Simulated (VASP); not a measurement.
# MoSe2 (P6_3/mmc) in VASP: further runs

The runs below take MoSe2 through relaxation of cell and atoms, relaxation of shape and atoms at fixed volume, with PBEsol.

Program: VASP 6.6.1. These are calculated values, not measurements. Logs are shortened: lines on timing, memory, paths and dates and some standing lists are left out, and cuts for length are marked.

## Step 1: The crystal as given

The structure is hexagonal, space group P6_3/mmc (No. 194). The conventional cell has a = 3.272 Å, b = 3.272 Å, c = 13.164 Å, α = 90.00°, β = 90.00°, γ = 120.00°. Around Mo (site symmetry -6m2) lie 6 Se at 2.52 Å. Se (site symmetry 3m) has 3 Mo at 2.52 Å as nearest neighbours.

## Step 2: Relaxation of cell and atoms, PBEsol

Contents of INCAR:

```
ALGO     = Normal         # electronic algorithm
EDIFF    = 1E-7           # SCF threshold, eV
EDIFFG   = -0.005         # ionic threshold
ENCUT    = 600            # plane-wave cutoff, eV
GGA      = PS             # functional
IBRION   = 2              # ionic algorithm
ISIF     = 3              # what is computed and relaxed
ISMEAR   = 0              # smearing method
KPAR     = 2            
LASPH    = T              # aspherical terms in the spheres
LCHARG   = F              # write CHGCAR
LREAL    = F              # projectors in reciprocal space
LWAVE    = F              # write WAVECAR
NELM     = 80             # most SCF steps
NSW      = 90             # ionic steps
PREC     = Accurate       # precision mode
SIGMA    = 0.03           # smearing width, eV
```

Contents of KPOINTS:

```
k-points
0
Gamma
  9 9 2
```

Contents of POSCAR:

```
MoSe2                                   
1.0
    3.2716479420     -0.0000000000      0.0000000000
   -1.6358239710      2.8333302299     -0.0000000000
   -0.0000000000     -0.0000000000     13.1641254949
  Mo              Se            
     2     4
Direct
     0.3333333332999970    0.6666666667000030    0.2500000000000000
     0.6666666667000030    0.3333333332999970    0.7500000000000000
     0.3333333332999970    0.6666666667000030    0.6234345224521666
     0.6666666667000030    0.3333333332999970    0.1234345224521665
     0.3333333332999970    0.6666666667000030    0.8765654775478334
     0.6666666667000030    0.3333333332999970    0.3765654775478335
```

Potentials or basis: VASP PAW PBE potentials, release 64 (Mo_sv, Se).

On the command line:

```
$ cat potpaw_PBE.64/Mo_sv/POTCAR potpaw_PBE.64/Se/POTCAR > POTCAR
$ mpirun -np 2 vasp_std > vasp.out
```

OUTCAR:

```text
EDIFF = 1E-7
   EDIFFG = -0.005
   ENCUT = 600
   GGA = PS
   IBRION = 2
   ISIF = 3
   ISMEAR = 0
   LASPH = T
   LREAL = F
   NELM = 80
   NSW = 90
   PREC = Accurate

 ion  position               nearest neighbor table
   1  0.333  0.667  0.250-   4 2.52   6 2.52   4 2.52   6 2.52   4 2.52   6 2.52
   2  0.667  0.333  0.750-   3 2.52   5 2.52   3 2.52   5 2.52   3 2.52   5 2.52
   3  0.333  0.667  0.623-   2 2.52   2 2.52   2 2.52
   4  0.667  0.333  0.123-   1 2.52   1 2.52   1 2.52
   5  0.333  0.667  0.877-   2 2.52   2 2.52   2 2.52
   6  0.667  0.333  0.377-   1 2.52   1 2.52   1 2.52

  LATTYP: Found a hexagonal cell.
 ALAT       =     3.2716479420
 C/A-ratio  =     4.0236986767

  Lattice vectors:

 A1 = (   3.2716479420,   0.0000000000,   0.0000000000)
 A2 = (  -1.6358239710,   2.8333302299,   0.0000000000)
 A3 = (   0.0000000000,   0.0000000000,  13.1641254949)

Analysis of symmetry for initial positions (statically):
=====================================================================
 Subroutine PRICEL returns:
 Original cell was already a primitive cell.

 Routine SETGRP: Setting up the symmetry group for a
 hexagonal supercell.

 Subroutine GETGRP returns: Found 24 space group operations
 (whereof 12 operations were pure point group operations)
 out of a pool of 24 trial point group operations.

The static configuration has the point symmetry D_3d.
 The point group associated with its full space group is D_6h.

Analysis of symmetry for dynamics (positions and initial velocities):
=====================================================================
 Subroutine PRICEL returns:
 Original cell was already a primitive cell.

 Routine SETGRP: Setting up the symmetry group for a
 hexagonal supercell.

 Subroutine GETGRP returns: Found 24 space group operations
 (whereof 12 operations were pure point group operations)
 out of a pool of 24 trial point group operations.

The dynamic configuration has the point symmetry D_3d.
 The point group associated with its full space group is D_6h.

 Subroutine INISYM returns: Found 24 space group operations
 (whereof 12 operations are pure point group operations),
 and found     1 'primitive' translations

----------------------------------------------------------------------------------------

                                     Primitive cell

  volume of cell :     122.0270

  direct lattice vectors                    reciprocal lattice vectors
     3.271647942  0.000000000  0.000000000     0.305656360  0.176470782  0.000000000
[... 87 lines left out ...]
   ISPIN  =      1    spin polarized calculation?
   LNONCOLLINEAR =      F non collinear calculations
   LSORBIT =      F    spin-orbit coupling
   LASPH  =      T    aspherical Exc in radial PAW
   ENCUT  =  600.0 eV  44.10 Ry    6.64 a.u.   6.53  6.53 26.29*2*pi/ulx,y,z
   NELM   =     80;   NELMIN=  2; NELMDL= -5     # of ELM steps
   EDIFF  = 0.1E-06   stopping-criterion for ELM
   LREAL  =      F    real-space projection
   EDIFFG = -.5E-02   stopping-criterion for IOM
   NSW    =     90    number of steps for IOM
   IBRION =      2    ionic relax: 0-MD 1-quasi-New 2-CG
   NFREE  =      1    steps in history (QN), initial steepest desc. (CG)
   ISIF   =      3    stress and relaxation
   ISYM   =      2    0-nonsym 1-usesym 2-fastsym
   POTIM  = 0.5000    time-step for ionic-motion
   TEBEG  =    0.0;   TEEND  =   0.0 temperature during run
   PSTRESS=    0.0 pullay stress
   NELECT =      52.0000    total number of electrons
   NUPDOWN=      -1.0000    fix difference up-down
   EMIN   =  10.00;   EMAX   =-10.00  energy-range for DOS
   EFERMI =   0.00;   METHOD = LEGACY
   ISMEAR =     0;   SIGMA  =   0.03  broadening in eV -4-tet -1-fermi 0-gaus
   EFERMI_NEDOS =   21; number of points for ismear=-14 and -15
   IALGO  =     38    algorithm
   IMIX   =      4    mixing-type and parameters
     AMIX     =   0.40;   BMIX     =  1.00
     AMIX_MAG =   1.60;   BMIX_MAG =  1.00
  volume/ion in A,a.u.               =      20.34       137.25
  Fermi-wavevector in a.u.,A,eV,Ry     =   1.231943  2.328035 20.649345  1.517684
  Thomas-Fermi vector in A             =   2.366733
   LORBIT       =      0    0 simple, 1 ext, 2 COOP (PROOUT), +10 PAW based schemes
   GGA     = PS    functional components
   LHFCALC =     F    Hartree Fock is set to
   AEXX    =    0.0000 exact exchange contribution
   IVDW    =     0    specifies the selected vdW correction
   LEPSILON=     F    determine dielectric tensor
   LRPA    =     F    only Hartree local field effects (RPA)
 conjugate gradient relaxation of ions
 non-spin polarized calculation
 Gauss-broadening in eV      SIGMA  =   0.03
  energy-cutoff  :      600.00
  volume of cell :      122.03
 maximum number of plane-waves:      4133
 NGX is ok and might be reduce to    28
   NGX = 13   NGY = 13   NGZ = 53

--------------------------------------- Ionic step        1  -------------------------------------------

 number of electron      51.9999998 magnetization

 Free energy of the ion-electron system (eV)
  ---------------------------------------------------
  ext. energy  EPLUGINS =         0.00000000
  ---------------------------------------------------
  free energy    TOTEN  =       -43.26347928 eV

  energy without entropy =      -43.26347928  energy(sigma->0) =      -43.26347928

------------------------ aborting loop because EDIFF is reached ----------------------------------------

  FORCE on cell =-STRESS in cart. coord.  units (eV):
  Direction    XX          YY          ZZ          XY          YZ          ZX
  --------------------------------------------------------------------------------------
  -------------------------------------------------------------------------------------
  Total       -0.0315627     -0.0315627     -0.0418927      0.0000000      0.0000000     -0.0000000
  in kB       -0.4144092     -0.4144092     -0.5500392      0.0000000      0.0000000     -0.0000000
  external PRESSURE =      -0.4596192 kB  Pullay stress =       0.0000000 kB
[... 227 lines left out ...]
--------------------------------------- Ionic step        7  -------------------------------------------

 number of electron      51.9999997 magnetization

 Free energy of the ion-electron system (eV)
  ---------------------------------------------------
  ext. energy  EPLUGINS =         0.00000000
  ---------------------------------------------------
  free energy    TOTEN  =       -43.26357869 eV

  energy without entropy =      -43.26357869  energy(sigma->0) =      -43.26357869

 E-fermi :   6.3149     XC(G=0): -10.7862

 val. band max:        6.1641145048   @ k =   0.0000   0.0000   0.0000
 cond. band min:       7.1564191301   @ k =   0.2222   0.1111   0.0000
 fundamental gap:      0.9923046253
 Fermi energy:         6.3149432991

 k-point     1 :       0.0000    0.0000    0.0000
  band No.  band energies     occupation
      1     -54.8258      2.00000
      2     -54.8258      2.00000
      3     -29.0381      2.00000
      4     -29.0380      2.00000
      5     -28.8242      2.00000
      6     -28.8242      2.00000
[... 838 lines left out ...]
  FREE ENERGIE OF THE ION-ELECTRON SYSTEM (eV)
  ---------------------------------------------------
  free  energy   TOTEN  =       -43.2635786925 eV

  energy  without entropy=      -43.2635786925  energy(sigma->0) =      -43.26357869

 reached required accuracy - stopping structural energy minimisation
```

Wall time 2 min (2 MPI ranks of Intel Xeon 6975P-C (Granite Rapids), shared host); peak memory 0.33 GiB.

Results:

```yaml
Free_energy: -43.2636 eV
Relaxed_volume: 20.29 Å³/atom
Relaxed_cell: a = 3.271 Å, b = 3.271 Å, c = 13.140 Å, α = 90.00°, β = 90.00°, γ = 120.00°
Space_group_after_relaxing_to_0.05_Å: P6_3/mmc (No. 194)
Energy_gained_by_relaxing: 0.0 meV/atom
Ionic_steps: 7
Pressure_after_relaxing: 0.0 GPa
Largest_force_after_relaxing: 0.003 eV/Å
Band_gap_on_the_k_mesh: 0.99 eV, indirect (least direct gap 1.49 eV)
```

Forces on the atoms (eV/Å):
```
Mo   0.000  0.000  0.000
Mo   0.000  0.000  0.000
Se   0.000  0.000 -0.003
Se   0.000  0.000 -0.003
Se   0.000  0.000  0.003
Se   0.000  0.000  0.003
```

Final structure:
```yaml
crystal:
  lattice:
    - [3.27088, 0.00000, 0.00000]
    - [-1.63544, 2.83266, 0.00000]
    - [0.00000, 0.00000, 13.13989]
  atoms:
    - { symbol: Mo, position: [0.33333, 0.66667, 0.25000] }
    - { symbol: Mo, position: [0.66667, 0.33333, 0.75000] }
    - { symbol: Se, position: [0.33333, 0.66667, 0.62318] }
    - { symbol: Se, position: [0.66667, 0.33333, 0.12318] }
    - { symbol: Se, position: [0.33333, 0.66667, 0.87682] }
    - { symbol: Se, position: [0.66667, 0.33333, 0.37682] }
```

Caveat: the PAW data sets were made with another functional, which shifts forces and pressure a little; an odd mesh through Γ misses points on the zone boundary, where band edges often lie; this functional lacks dispersion, which binds the layers, so the pressure and a relaxed spacing across them are unreliable.

## Step 3: Relaxation of shape and atoms at fixed volume, PBEsol (a relaxed cell with its volume scaled by 0.94)

INCAR: that of step 2 with these lines changed.

```diff
@@ -2,3 +2,3 @@
 EDIFF    = 1E-7           # SCF threshold, eV
-EDIFFG   = -0.005         # ionic threshold
+EDIFFG   = -0.01          # ionic threshold
 ENCUT    = 600            # plane-wave cutoff, eV
@@ -6,3 +6,3 @@
 IBRION   = 2              # ionic algorithm
-ISIF     = 3              # what is computed and relaxed
+ISIF     = 4              # what is computed and relaxed
 ISMEAR   = 0              # smearing method
@@ -14,3 +14,3 @@
 NELM     = 80             # most SCF steps
-NSW      = 90             # ionic steps
+NSW      = 40             # ionic steps
 PREC     = Accurate       # precision mode
```

KPOINTS is that of step 2.

Contents of POSCAR:

```
MoSe2                                   
1.0
    3.2041045024      0.0000000000     -0.0000000000
   -1.6020522512      2.7748358954      0.0000000000
    0.0000000000      0.0000000000     12.8716572494
  Mo              Se            
     2     4
Direct
     0.3333333332999970    0.6666666667000030    0.2500000000000000
     0.6666666667000030    0.3333333332999970    0.7500000000000000
     0.3333333332999970    0.6666666667000030    0.6231806214101955
     0.6666666667000030    0.3333333332999970    0.1231806214101955
     0.3333333332999970    0.6666666667000030    0.8768193785898045
     0.6666666667000030    0.3333333332999970    0.3768193785898045
```

Potentials or basis: VASP PAW PBE potentials, release 64 (Mo_sv, Se).

On the command line:

```
$ cat potpaw_PBE.64/Mo_sv/POTCAR potpaw_PBE.64/Se/POTCAR > POTCAR
$ mpirun -np 2 vasp_std > vasp.out
```

Wall time 2.5 min (2 MPI ranks of Intel Xeon 6975P-C (Granite Rapids), shared host); peak memory 0.32 GiB.

It converged, with:

* Free energy: -43.2129 eV
* Energy gained by relaxing: 25.6 meV/atom
* Ionic steps: 8
* Pressure after relaxing: 2.5 GPa
* Band gap on the k mesh: 0.76 eV, indirect (least direct gap 1.53 eV)

The path:
| step | energy change (eV) | largest force (eV/Å) | pressure (GPa) |
| --- | --- | --- | --- |
| 1 | 0.0000 | 1.0649 | 9.36 |
| 2 | -0.0989 | 0.0091 | 4.26 |
| 3 | -0.1000 | 0.0862 | 4.71 |
| 4 | -0.1400 | 0.0606 | 3.65 |
| 5 | -0.1537 | 0.0283 | 2.68 |
| 6 | -0.1537 | 0.0266 | 2.64 |
| 7 | -0.1537 | 0.0181 | 2.44 |
| 8 | -0.1538 | 0.0001 | 2.52 |

Final structure:
```
CELL_PARAMETERS angstrom
3.24516 0.00000 0.00000
-1.62258 2.81039 0.00000
0.00000 0.00000 12.54800
ATOMIC_POSITIONS crystal
Mo 0.33333 0.66667 0.25000
Mo 0.66667 0.33333 0.75000
Se 0.33333 0.66667 0.61691
Se 0.66667 0.33333 0.11691
Se 0.33333 0.66667 0.88309
Se 0.66667 0.33333 0.38309
```

Levels at points of the mesh, in eV from the valence-band top:
| k point | band 23 | band 24 | band 25 | band 26 | band 27 | band 28 | band 29 | band 30 |
| --- | --- | --- | --- | --- | --- | --- | --- | --- |
| (0.00, 0.00, 0.00) | -1.51 | -1.36 | -0.62 | 0.00 | 2.51 | 2.51 | 2.61 | 2.61 |
| (0.00, 0.00, 0.50) | -1.55 | -1.55 | -0.16 | -0.16 | 2.52 | 2.52 | 2.52 | 2.52 |

Caveat: the PAW data sets were made with another functional, which shifts forces and pressure a little; an odd mesh through Γ misses points on the zone boundary, where band edges often lie; this functional lacks dispersion, which binds the layers, so the pressure and a relaxed spacing across them are unreliable.

## Step 4: Relaxation of shape and atoms at fixed volume, PBEsol (a relaxed cell with its volume scaled by 0.96)

INCAR is that of step 3.

KPOINTS is that of step 3.

POSCAR: that of step 3 with these lines changed.

```diff
@@ -2,5 +2,5 @@
 1.0
-    3.2041045024      0.0000000000     -0.0000000000
-   -1.6020522512      2.7748358954      0.0000000000
-    0.0000000000      0.0000000000     12.8716572494
+    3.2266693621      0.0000000000     -0.0000000000
+   -1.6133346810      2.7943776371      0.0000000000
+    0.0000000000      0.0000000000     12.9623057096
   Mo              Se
```

On the command line:

```
$ cat potpaw_PBE.64/Mo_sv/POTCAR potpaw_PBE.64/Se/POTCAR > POTCAR
$ mpirun -np 2 vasp_std > vasp.out
```

Wall time 2.1 min (2 MPI ranks of Intel Xeon 6975P-C (Granite Rapids), shared host); peak memory 0.33 GiB.

It converged, with:

* Free energy: -43.2434 eV
* Energy gained by relaxing: 11.3 meV/atom
* Ionic steps: 7
* Pressure after relaxing: 1.4 GPa
* Largest force after relaxing: 0.009 eV/Å
* Band gap on the k mesh: 0.83 eV, indirect (least direct gap 1.51 eV)

Forces on the atoms (eV/Å):
```
Mo   0.000  0.000  0.000
Mo   0.000  0.000  0.000
Se   0.000  0.000  0.009
Se   0.000  0.000  0.009
Se   0.000  0.000 -0.009
Se   0.000  0.000 -0.009
```

Step by step:
| step | energy change (eV) | largest force (eV/Å) | pressure (GPa) |
| --- | --- | --- | --- |
| 1 | 0.0000 | 0.6825 | 5.89 |
| 2 | -0.0425 | 0.0170 | 2.79 |
| 3 | -0.0427 | 0.0575 | 2.98 |
| 4 | -0.0607 | 0.0387 | 2.26 |
| 5 | -0.0679 | 0.0152 | 1.50 |
| 6 | -0.0680 | 0.0142 | 1.47 |
| 7 | -0.0680 | 0.0090 | 1.37 |

Final structure:
```
CELL_PARAMETERS angstrom
3.25606 0.00000 0.00000
-1.62803 2.81983 0.00000
0.00000 0.00000 12.72934
ATOMIC_POSITIONS crystal
Mo 0.33333 0.66667 0.25000
Mo 0.66667 0.33333 0.75000
Se 0.33333 0.66667 0.61887
Se 0.66667 0.33333 0.11887
Se 0.33333 0.66667 0.88113
Se 0.66667 0.33333 0.38113
```

Levels at points of the mesh, in eV from the valence-band top:
```csv
k point,band 22,band 23,band 24,band 25,band 26,band 27,band 28,band 29,band 30,band 31
"(0.00, 0.00, 0.00)",-1.48,-1.48,-1.27,-0.71,0.00,2.55,2.55,2.63,2.63,2.71
"(0.00, 0.00, 0.50)",-1.51,-1.51,-1.51,-0.17,-0.17,2.56,2.56,2.56,2.56,2.86
```

Caveat: the PAW data sets were made with another functional, which shifts forces and pressure a little; an odd mesh through Γ misses points on the zone boundary, where band edges often lie; this functional lacks dispersion, which binds the layers, so the pressure and a relaxed spacing across them are unreliable.

## Step 5: Overview

| task | cell | gap on the mesh (eV) | pressure (GPa) |
| --- | --- | --- | --- |
| relaxation of cell and atoms | relaxed | 0.99 | 0.0 |
| relaxation of shape and atoms at fixed volume | atoms relaxed at fixed volume from: a relaxed cell with its volume scaled by 0.94 | 0.76 | 2.5 |
| relaxation of shape and atoms at fixed volume | atoms relaxed at fixed volume from: a relaxed cell with its volume scaled by 0.96 | 0.83 | 1.4 |

Alike in all rows: level PBEsol; potentials or basis VASP PAW PBE potentials, release 64 (Mo_sv, Se); no spin polarisation; k mesh 9 × 9 × 2; cutoff (eV) 600; smearing gaussian 0.03 eV.

Caveats: the PAW data sets were made with another functional, which shifts forces and pressure a little; an odd mesh through Γ misses points on the zone boundary, where band edges often lie; this functional lacks dispersion, which binds the layers, so the pressure and a relaxed spacing across them are unreliable.

Total energies depend on the potentials used, so only differences within one code and one set of settings carry meaning.
